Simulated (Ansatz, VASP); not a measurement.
## GaP in VASP and in Ansatz

File INCAR:

```
SYSTEM = GaP
PREC = Accurate
ENCUT = 520
EDIFF = 1E-6
ISMEAR = 0
SIGMA = 0.1
LREAL = .False.
LASPH = .True.
NELM = 100
ALGO = Normal
ISIF = 2
LWAVE = .False.
LCHARG = .True.
GGA = PE
LELF = .True.
LVHAR = .True.
NBANDS = 16
```

KPOINTS

```
regular mesh
0
Gamma
  6 6 6
  0 0 0
```

File POSCAR:

```
GaP
1.0
    0.0000000000      2.7258124900      2.7258124900
    2.7258124900      0.0000000000      2.7258124900
    2.7258124900      2.7258124900      0.0000000000
Ga P
1 1
Direct
    0.0000000000      0.0000000000      0.0000000000
    0.7500000000      0.7500000000      0.7500000000
```

Input for Ansatz:

```yaml
crystal:
  lattice:
    - [0.0, 2.72581249, 2.72581249]
    - [2.72581249, 0.0, 2.72581249]
    - [2.72581249, 2.72581249, 0.0]
  atoms:
    - { symbol: Ga, position: [0.0, 0.0, 0.0] }
    - { symbol: P, position: [0.75, 0.75, 0.75] }
basis:
  ecutwfc: 420
kpoints:
  mp_grid: { grid: [6, 6, 6] }
hamiltonian:
  xc: pbe
scf:
  occupations: { method: gaussian, width: 0.1 }
output:
  forces: true
  stress: true
  eigenvalues: true
```

The cell is a database's computed one.

Alike in both runs: task single point; functional PBE; k mesh 6 × 6 × 6; occupations gaussian, width 0.1 eV; no spin polarisation.

|  | VASP | Ansatz |
| --- | --- | --- |
| version | VASP 6.6.1 | Ansatz 0.2.0 |
| potentials or method | VASP PAW PBE potentials, release 64 (Ga_d, P) | scalar-relativistic, plane waves, PAW |
| plane-wave cutoff (eV) | 520 | 420 |
| valence electrons in the cell | 18 | 18 |

```tsv
	VASP	Ansatz	Ansatz less VASP
gap on the k mesh at the Fermi level (eV)	1.65	1.65	0.000
least direct gap on the mesh (eV)	1.82	1.82	+0.002
pressure (GPa)	2.4	2.5	+0.09
```

A k mesh can miss the band edges.
